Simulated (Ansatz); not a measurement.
# TaN: the cost of one run

Method: DFT PBE, scalar-relativistic, in Ansatz 0.2.0.

### Step 1. The structure to begin with

It takes space group Fm-3m (No. 225, cubic). The conventional cell has a = 4.358 Å, b = 4.358 Å, c = 4.358 Å, α = 90.00°, β = 90.00°, γ = 90.00°. Around Ta (site symmetry m-3m) lie 6 N at 2.18 Å. N (site symmetry m-3m) is surrounded by 6 Ta at 2.18 Å.

Structure file:

```cif
data_structure
_symmetry_space_group_name_H-M 'Fm-3m'
_symmetry_Int_Tables_number 225
_cell_length_a 4.3580
_cell_length_b 4.3580
_cell_length_c 4.3580
_cell_angle_alpha 90.000
_cell_angle_beta 90.000
_cell_angle_gamma 90.000
_cell_volume 82.77
loop_
_atom_site_label
_atom_site_type_symbol
_atom_site_symmetry_multiplicity
_atom_site_Wyckoff_symbol
_atom_site_fract_x
_atom_site_fract_y
_atom_site_fract_z
_atom_site_occupancy
Ta1 Ta 4 b 0.50000 0.00000 0.00000 1
N1 N 4 a 0.00000 0.00000 0.00000 1
```

The file gives the conventional cell by its symmetry; the runs use the cell typed in the input.

Atoms are numbered in the order of the input: Ta1, N2.

### Step 2. Volume × 0.94, LAPW

The input, input.yaml:

```yaml
crystal:
  lattice:
    - [0.0, 2.1345181309, 2.1345181309]
    - [2.1345181309, 0.0, 2.1345181309]
    - [2.1345181309, 2.1345181309, 0.0]
  atoms:
    - { symbol: Ta, position: [0.5, 0.5, 0.5] }
    - { symbol: "N", position: [0.0, 0.0, 0.0] }
kpoints:
  mp_grid: { grid: [9, 9, 9] }
  band_path:
    path:
      - [0.0, 0.0, 0.0]
      - [0.5, 0.0, 0.5]
      - [0.625, 0.25, 0.625]
      - [0.375, 0.375, 0.75]
      - [0.0, 0.0, 0.0]
      - [0.5, 0.5, 0.5]
      - [0.5, 0.25, 0.75]
      - [0.5, 0.0, 0.5]
    npoints: 5
scf:
  occupations: { method: fermi_dirac, width: 0.02 }
hamiltonian:
  xc: pbe
  pseudopotentials: { kind: all_electron, lapw: { basis_error: 0.0005 } }
output:
  forces: true
  stress: true
  eigenvalues: true
```

Launch:

```sh
ansatz run input.yaml --threads 1 --pin off --max-ram 3072MiB --backend cpu --events-out ev --progress --plain --runs-dir out
```

Q: Estimate wall time and peak memory on 1 thread of Arm Neoverse V1, shared host.

About 16 s, with a peak of 0.34 GiB.
